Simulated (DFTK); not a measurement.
# ZrS2 (P-3m1) in DFTK: notebook

The runs below take ZrS2 through band structure, with r2SCAN, SCAN, BJ06.

All numbers are computed with DFTK 0.8.2; they aren't measurements. Logs are shortened: lines on timing, memory, paths and dates and some standing lists are left out, and cuts for length are marked.

**Experimental background.**

“Stress-Tuned Optical Transitions in Layered 1T-MX2 (M= Hf, Zr, Sn; X= S, Se) Crystals”, 2022, arxiv:2210.12074 quotes, for a bulk crystal of ZrS2: band gap 1.68 eV (indirect).

The results are compared with them further down.

### 1 The crystal as given

Symmetry: P-3m1, No. 164, trigonal system. Conventional cell: a = 3.691 Å, b = 3.691 Å, c = 6.041 Å, α = 90.00°, β = 90.00°, γ = 120.00°. Zr (site symmetry -3m) is surrounded by 6 S at 2.57 Å. Around S (site symmetry 3m) lie 3 Zr at 2.57 Å.

The cell is a database's computed one.

### 2 Band structure, r2SCAN

File run.jl:

```julia
using DFTK
using PseudoPotentialData
using Unitful, UnitfulAtomic
using LinearAlgebra, Printf
include("save.jl")
disable_threading()

# lattice vectors are the columns
lattice = austrip(1u"Å") * [  3.6913825498  -1.8456912749            0.0;
                      0.0   3.1968310632            0.0;
                      0.0            0.0     6.04107701]
symbols   = [:Zr, :S, :S]
positions = [[0.0, 0.0, 0.0],
             [0.3333333333, 0.6666666667, 0.23790997],
             [0.6666666667, 0.3333333333, 0.76209003]]
pseudopotentials = Dict(:S => "S.upf", :Zr => "Zr.upf")
elements = Dict(s => ElementPsp(s, pseudopotentials; rcut=10.0) for s in unique(symbols))
atoms    = [elements[s] for s in symbols]

build_model(lattice, positions; symmetries=true) =
    model_DFT(lattice, atoms, positions;
              functionals=r2SCAN(),
              temperature=austrip(0.05u"eV"),
              smearing=Smearing.FermiDirac(),
              symmetries)
Ecut  = 45.0  # hartree
kgrid = [6, 6, 4]
tol   = 1e-6
to_GPa = ustrip(uconvert(u"GPa", 1u"hartree/bohr^3"))

model = build_model(lattice, positions)
basis = PlaneWaveBasis(model; Ecut, kgrid)
display(basis)
scfres = self_consistent_field(basis;
                               tol,
                               nbandsalg=AdaptiveBands(model; n_bands_converge=17))
display(scfres.energies)
@printf "Fermi level: %.6f eV\n" ustrip(auconvert(u"eV", something(scfres.εF, NaN)))
forces = compute_forces_cart(scfres)
println("Forces (eV/Å)")
for (s, f) in zip(symbols, forces)
    @printf "%-3s %12.6f %12.6f %12.6f\n" s ustrip.(auconvert.(u"eV/Å", f))...
end
stress = compute_stresses_cart(scfres)
println("Stress (GPa)")
display(round.(stress * to_GPa; digits=4))
println("Levels at the first k-point (eV): ", round.(ustrip.(auconvert.(u"eV", scfres.eigenvalues[1][1:scfres.n_bands_converge])); digits=4))
save_scf!(scfres; forces, stress)

points = Dict("G" => [0.0, 0.0, 0.0], "A" => [0.0, 0.0, 0.5], "H" => [0.3333333333, 0.3333333333, 0.5], "K" => [0.3333333333, 0.3333333333, 0.0], "L" => [0.5, 0.0, 0.5], "M" => [0.5, 0.0, 0.0])
segments = [("G", "M", 6), ("M", "K", 4), ("K", "G", 7), ("G", "A", 3), ("A", "L", 6), ("L", "H", 4), ("H", "A", 7), ("L", "M", 3), ("K", "H", 3)]
kcoords = vcat([[points[a] + t * (points[b] - points[a]) for t in range(0, 1, n)] for (a, b, n) in segments]...)
bands = compute_bands(scfres, ExplicitKpoints(kcoords); n_bands=19, tol=1e-5)
for (k, ε) in zip(bands.basis.kpoints, bands.eigenvalues)
    @printf "%d %8.4f %8.4f %8.4f " k.spin k.coordinate...
    println(join([@sprintf("%9.4f", e) for e in ustrip.(auconvert.(u"eV", ε .- scfres.εF))]))
end
results["band_energies"] = rows(bands.eigenvalues); results["band_kpoints"] = rows(kcoords)
```

Potentials or basis: SG15 1.2 (PBE).

Run with:

```bash
> julia --threads=1 run.jl  # save.jl only writes the numbers to a file and isn't shown; printed stress counts tension as positive; times include loading and compiling
```

The program printed:

```text
PlaneWaveBasis discretization:

    Ecut                 : 45.0 Ha
    fft_size             : (45, 45, 72), 145800 total points
    kgrid                : MonkhorstPack([6, 6, 4])
    num.   red. kpoints  : 144
    num. irred. kpoints  : 24

    Discretized Model(mgga_x_r2scan+mgga_c_r2scan, 3D):
        lattice (in Bohr)    : [6.9757    , -3.48785  , 0         ]
                               [0         , 6.04114   , 0         ]
                               [0         , 0         , 11.416    ]
        unit cell volume     : 481.08 Bohr³

        atoms                : S₂Zr
        atom potentials      : ElementPsp(:Zr, "Zr.upf")
                               ElementPsp(:S, "S.upf")
                               ElementPsp(:S, "S.upf")

        num. electrons       : 24
        spin polarization    : none
        temperature          : 0.0018375 Ha
        smearing             : DFTK.Smearing.FermiDirac()

        terms                : Kinetic()
                               AtomicLocal()
                               AtomicNonlocal()
                               Ewald(nothing)
                               PspCorrection()
                               Hartree()
                               Xc(mgga_x_r2scan, mgga_c_r2scan)
                               Entropy()
n     Energy            log10(ΔE)   log10(Δρ)   log10(Δτ)   Diag   Δtime
---   ---------------   ---------   ---------   ---------   ----   ------
  1   -68.05007390415                   -0.77        0.32    6.5    55.6s
  2   -68.09091305378       -1.39       -1.10       -1.11    2.0    27.9s
  3   -68.10575029407       -1.83       -1.58       -0.95    3.8    40.5s
  4   -68.10617508274       -3.37       -2.13       -1.84    2.0    27.2s
  5   -68.10623043914       -4.26       -2.72       -2.36    2.0    27.8s
  6   -68.10623409589       -5.44       -3.25       -3.10    2.4    33.6s
  7   -68.10623443594       -6.47       -4.08       -3.72    2.6    29.9s
  8   -68.10623445758       -7.66       -4.28       -3.80    3.9    39.8s
  9   -68.10623446345       -8.23       -4.92       -4.37    2.0    27.8s
 10   -68.10623446380       -9.47       -5.48       -4.80    3.0    35.1s
 11   -68.10623446381      -10.84       -6.35       -5.81    2.2    31.1s
Energy breakdown (in Ha):
    Kinetic             21.4567323
    AtomicLocal         -62.1283898
    AtomicNonlocal      10.9167649
    Ewald               -46.6085509
    PspCorrection       0.7968876
    Hartree             17.9289890
    Xc                  -10.4686676
    Entropy             -0.0000000

    total               -68.106234463811
Fermi level: 5.988668 eV
Forces (eV/Å)
Zr     -0.000000    -0.000000     0.000000
S      -0.000000     0.000000    -0.026816
S       0.000000    -0.000000     0.026816
Stress (GPa)
3×3 StaticArraysCore.SMatrix{3, 3, Float64, 9} with indices SOneTo(3)×SOneTo(3):
 -0.0232   0.0      0.0
  0.0     -0.0232   0.0
  0.0     -0.0     -0.0313
Levels at the first k-point (eV): [-45.7114, -22.792, -22.6418, -22.6418, -7.8935, -6.4492, 1.0244, 2.4445, 2.4445, 5.2118, 5.2118, 5.2761, 7.2729, 7.2729, 8.161, 10.728, 10.728]
1   0.0000   0.0000   0.0000  -51.7001 -28.7806 -28.6304 -28.6304 -13.8822 -12.4378  -4.9642  -3.5442  -3.5442  -0.7768  -0.7768  -0.7126   1.2842   1.2842   2.1724   4.7393   4.7393   5.7364   5.8457
1   0.1000   0.0000   0.0000  -51.6984 -28.7752 -28.6552 -28.6357 -13.7785 -12.4657  -4.8261  -3.6462  -3.4824  -1.4035  -1.0390  -0.6637   1.3713   1.6041   2.2701   4.4219   4.6936   6.1811   6.5939
1   0.2000   0.0000   0.0000  -51.6940 -28.7612 -28.7191 -28.6494 -13.4991 -12.5351  -4.4535  -3.7962  -3.3374  -2.5822  -1.4869  -0.7962   1.2872   2.1782   2.5735   4.3865   4.7061   7.1348   7.7817
1   0.3000   0.0000   0.0000  -51.6885 -28.7988 -28.7417 -28.6663 -13.1487 -12.5966  -4.2106  -3.6608  -3.5456  -3.2169  -1.7941  -1.3358   1.0882   2.6236   2.9629   4.8701   4.9487   7.4871   8.4367
1   0.4000   0.0000   0.0000  -51.6841 -28.8607 -28.7274 -28.6798 -12.9376 -12.5408  -4.7462  -3.5531  -3.1953  -3.1865  -2.0226  -1.8932   0.9266   2.8948   3.2276   5.2790   5.4039   7.1385   7.7967
1   0.5000   0.0000   0.0000  -51.6824 -28.8842 -28.7219 -28.6850 -12.9096 -12.4565  -5.0270  -3.3152  -3.2074  -3.0403  -2.3672  -1.8998   0.8642   2.9984   3.2692   5.4265   5.7150   6.6561   7.8749
[... 35 lines left out ...]
1   0.3333   0.3333   0.2500  -51.6802 -28.8042 -28.8042 -28.7156 -12.6148 -12.6148  -4.0784  -4.0784  -3.9512  -2.5712  -2.5712  -2.3452   1.9738   2.7896   2.7896   4.9798   4.9798   7.9497   9.1681
1   0.3333   0.3333   0.5000  -51.6802 -28.8042 -28.8042 -28.7157 -12.6158 -12.6158  -4.1370  -4.1370  -3.7941  -2.5772  -2.4636  -2.4636   2.0257   2.6773   2.6773   5.2419   5.2419   8.1174   8.6027
```

Wall time 14 min (1 thread of Intel Xeon Platinum 8259CL at 2.50GHz (Skylake/Cascade Lake), shared host); peak memory 2.1 GiB.

Results:

| Quantity | Value |
| --- | --- |
| Free energy | -1853.2651 eV |
| Pressure | 0.0 GPa |
| Largest force | 0.027 eV/Å |
| Band gap on the k mesh | 1.41 eV, indirect (least direct gap 2.00 eV) |
| Band gap along the path | 1.37 eV, indirect (least direct gap 2.00 eV) |

Forces in eV/Å, atoms in the order of the input:
```
Zr   0.000  0.000  0.000
S    0.000  0.000 -0.027
S    0.000  0.000  0.027
```

Levels at the corners of the path, in eV from the valence-band top:
```csv
point,band 10,band 11,band 12,band 13,band 14,band 15
Γ,-0.11,-0.11,-0.05,1.95,1.95,2.84
M,-2.38,-1.70,-1.24,1.53,3.66,3.93
K,-2.02,-2.02,-1.48,2.58,3.58,3.58
Γ,-0.11,-0.11,-0.05,1.95,1.95,2.84
A,-1.61,-0.21,-0.21,1.92,1.92,3.17
L,-2.25,-1.04,-0.83,1.37,3.65,3.93
H,-1.91,-1.80,-1.80,2.69,3.34,3.34
A,-1.61,-0.21,-0.21,1.92,1.92,3.17
L,-2.25,-1.04,-0.83,1.37,3.65,3.93
M,-2.38,-1.70,-1.24,1.53,3.66,3.93
K,-2.02,-2.02,-1.48,2.58,3.58,3.58
H,-1.91,-1.80,-1.80,2.69,3.34,3.34
```

Caveat: the potentials were made for another functional, which shifts forces and pressure.

### 3 Band structure, SCAN

run.jl, as its differences from that of step 2:

```diff
@@ -21,3 +21,3 @@
     model_DFT(lattice, atoms, positions;
-              functionals=r2SCAN(),
+              functionals=SCAN(),
               temperature=austrip(0.05u"eV"),
```

Potentials or basis: SG15 1.2 (PBE).

Run with:

```bash
> julia --threads=1 run.jl  # save.jl only writes the numbers to a file and isn't shown; printed stress counts tension as positive; times include loading and compiling
```

Wall time 14 min (1 thread of Intel Xeon Platinum 8259CL at 2.50GHz (Skylake/Cascade Lake), shared host); peak memory 2.1 GiB.

Results (log left out):

* Free energy: -1853.2783 eV
* Pressure: -0.2 GPa
* Largest force: 0.038 eV/Å
* Band gap on the k mesh: 1.42 eV, indirect (least direct gap 2.01 eV)
* Band gap along the path: 1.37 eV, indirect (least direct gap 2.01 eV)

Forces on the atoms (eV/Å):
```
Zr   0.000  0.000  0.000
S    0.000  0.000 -0.038
S    0.000  0.000  0.038
```

Levels at the corners of the path, in eV from the valence-band top:
```tsv
point	band 10	band 11	band 12	band 13	band 14	band 15
Γ	-0.12	-0.12	-0.05	1.96	1.96	2.84
M	-2.38	-1.71	-1.25	1.53	3.68	3.95
K	-2.02	-2.02	-1.49	2.59	3.59	3.59
Γ	-0.12	-0.12	-0.05	1.96	1.96	2.84
A	-1.62	-0.22	-0.22	1.93	1.93	3.18
L	-2.25	-1.05	-0.83	1.37	3.67	3.95
H	-1.92	-1.80	-1.80	2.69	3.35	3.35
A	-1.62	-0.22	-0.22	1.93	1.93	3.18
L	-2.25	-1.05	-0.83	1.37	3.67	3.95
M	-2.38	-1.71	-1.25	1.53	3.68	3.95
K	-2.02	-2.02	-1.49	2.59	3.59	3.59
H	-1.92	-1.80	-1.80	2.69	3.35	3.35
```

Caveat: the potentials were made for another functional, which shifts forces and pressure.

### 4 Band structure, BJ06

run.jl, as its differences from that of step 3:

```diff
@@ -21,3 +21,3 @@
     model_DFT(lattice, atoms, positions;
-              functionals=SCAN(),
+              functionals=[:mgga_x_tb09, :lda_c_pw],
               temperature=austrip(0.05u"eV"),
@@ -38,12 +38,4 @@
 @printf "Fermi level: %.6f eV\n" ustrip(auconvert(u"eV", something(scfres.εF, NaN)))
-forces = compute_forces_cart(scfres)
-println("Forces (eV/Å)")
-for (s, f) in zip(symbols, forces)
-    @printf "%-3s %12.6f %12.6f %12.6f\n" s ustrip.(auconvert.(u"eV/Å", f))...
-end
-stress = compute_stresses_cart(scfres)
-println("Stress (GPa)")
-display(round.(stress * to_GPa; digits=4))
 println("Levels at the first k-point (eV): ", round.(ustrip.(auconvert.(u"eV", scfres.eigenvalues[1][1:scfres.n_bands_converge])); digits=4))
-save_scf!(scfres; forces, stress)
+save_scf!(scfres)
```

Run with:

```bash
> julia --threads=1 run.jl  # save.jl only writes the numbers to a file and isn't shown; printed stress counts tension as positive; times include loading and compiling
```

Wall time 9.9 min (1 thread of Intel Xeon Platinum 8259CL at 2.50GHz (Skylake/Cascade Lake), shared host); peak memory 2.2 GiB.

The run converged. Its results:

```yaml
Band_gap_on_the_k_mesh: 1.15 eV, indirect (least direct gap 1.68 eV)
Band_gap_along_the_path: 1.11 eV, indirect (least direct gap 1.68 eV)
```

Levels at the corners of the path, in eV from the valence-band top:
```tsv
point	band 9	band 10	band 11	band 12	band 13	band 14	band 15	band 16
Γ	-2.81	-0.10	-0.10	-0.04	1.64	1.64	2.50	5.00
M	-2.50	-2.34	-1.64	-1.18	1.27	3.27	3.55	5.65
K	-3.25	-1.97	-1.97	-1.43	2.27	3.24	3.24	5.00
Γ	-2.81	-0.10	-0.10	-0.04	1.64	1.64	2.50	5.00
A	-2.79	-1.54	-0.20	-0.20	1.61	1.61	2.84	5.28
L	-2.61	-2.22	-0.99	-0.79	1.11	3.26	3.55	5.27
H	-3.02	-1.84	-1.77	-1.77	2.36	3.00	3.00	5.49
A	-2.79	-1.54	-0.20	-0.20	1.61	1.61	2.84	5.28
L	-2.61	-2.22	-0.99	-0.79	1.11	3.26	3.55	5.27
M	-2.50	-2.34	-1.64	-1.18	1.27	3.27	3.55	5.65
K	-3.25	-1.97	-1.97	-1.43	2.27	3.24	3.24	5.00
H	-3.02	-1.84	-1.77	-1.77	2.36	3.00	3.00	5.49
```

Caveat: the program leaves the constant c of mgga_x_tb09 at 1, so the potential is Becke-Johnson's (BJ06) and not Tran and Blaha's, with levels but no total energy; the potentials were made for another functional, which shifts forces and pressure.

### 5 Overview

| level | gap on the mesh (eV) | pressure (GPa) | largest force (eV/Å) |
| --- | --- | --- | --- |
| r2SCAN | 1.41 | 0.0 | 0.03 |
| SCAN | 1.42 | -0.2 | 0.04 |
| BJ06 | 1.15 | - | - |

Alike in all rows: task band structure; potentials or basis SG15 1.2 (PBE); no spin polarisation; cell as given; k mesh 6 × 6 × 4; cutoff (eV) 1225; smearing fermi-dirac 0.05 eV.

On the cell as given the gap runs from 1.11 eV (BJ06) to 1.37 eV (SCAN).

Caveats: the potentials were made for another functional, which shifts forces and pressure; the program leaves the constant c of mgga_x_tb09 at 1, so the potential is Becke-Johnson's (BJ06) and not Tran and Blaha's, with levels but no total energy (some runs).

Absolute energies hang on the potentials; compare differences alone.

### 6 How close it comes

Step 2. A measured gap of ZrS2 is 1.68 eV (indirect; quoted in “Stress-Tuned Optical Transitions in Layered 1T-MX2 (M= Hf, Zr, Sn; X= S, Se) Crystals”, 2022, arxiv:2210.12074); the calculated 1.37 eV misses it by -0.31 eV. Spin-orbit coupling on Zr is left out. The value is that of r2SCAN, without temperature or zero-point motion. The cell is a database's relaxed one, not the measured one, which moves gaps too.

Step 3. A measured gap of ZrS2 is 1.68 eV (indirect; quoted in “Stress-Tuned Optical Transitions in Layered 1T-MX2 (M= Hf, Zr, Sn; X= S, Se) Crystals”, 2022, arxiv:2210.12074); the calculated 1.37 eV misses it by -0.31 eV. Spin-orbit coupling on Zr is left out. The value is that of SCAN, without temperature or zero-point motion. The cell is a database's relaxed one, not the measured one, which moves gaps too.

Step 4. Measured gap of ZrS2: 1.68 eV (indirect; quoted in “Stress-Tuned Optical Transitions in Layered 1T-MX2 (M= Hf, Zr, Sn; X= S, Se) Crystals”, 2022, arxiv:2210.12074). This calculation gives 1.11 eV (-0.57 eV). Spin-orbit coupling on Zr is left out. The value is that of BJ06, without temperature or zero-point motion. The cell is a database's relaxed one, not the measured one, which moves gaps too.
